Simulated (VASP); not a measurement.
Runs of VASP 6.6.1 on V. Symmetry: Im-3m, No. 229, cubic system. Conventional cell: a = 3.029 Å, b = 3.029 Å, c = 3.029 Å, α = 90.00°, β = 90.00°, γ = 90.00°. V (site symmetry m-3m) has 8 V at 2.62 Å as nearest neighbours. 

```tsv
task	level	cell	cutoff (eV)	smearing	gap on the mesh (eV)	pressure (GPa)	moment (μB)	relaxed volume (Å³/atom)
relaxation of cell and atoms	revPBE+D3(BJ)	relaxed	600	fermi-dirac 0.05 eV	none	0.0	0.00	12.52
single point	PBE	as given	520	gaussian 0.026 eV	none	(c)	(b)	-
relaxation of cell and atoms	RPBE+D3(BJ)	relaxed	600	fermi-dirac 0.05 eV	none	0.0	0.00	10.72
relaxation of cell and atoms	revPBE+D3	relaxed	600	fermi-dirac 0.05 eV	none	0.0	0.00	12.62
relaxation of cell and atoms	PBEsol+D4	relaxed	600	fermi-dirac 0.05 eV	none	0.0	0.00	12.79
relaxation of cell and atoms	RPBE+D4	relaxed	600	fermi-dirac 0.05 eV	none	-0.1	0.00	13.28
relaxation of cell and atoms	PBEsol+rVV10	relaxed	600	fermi-dirac 0.05 eV	none	0.0	0.00	(a)
relaxation of cell and atoms	revPBE+D4	relaxed	600	fermi-dirac 0.05 eV	none	-0.1	0.00	13.25
relaxation of cell and atoms	RPBE+D3	relaxed	600	fermi-dirac 0.05 eV	none	0.1	0.00	12.91
```

Alike in all rows: potentials or basis VASP PAW PBE potentials, release 64 (V_sv); spin collinear, ferromagnetic start; k mesh 12 × 12 × 12.

Estimate the missing entries.

(a) 12.90; (b) 0.13; (c) -5.1.

Caveats: the PAW data sets were made with another functional, which shifts forces and pressure a little (some runs); pairwise dispersion overbinds metals, which lowers pressure and volume (some runs); the volume moved by over 15 % at a fixed basis, so the end points are rough (some runs); the volume moved by -23 % from the deposited cell, more than functionals usually miss (some runs).

A gap of «none» marks a metal or a gap under the smearing width.
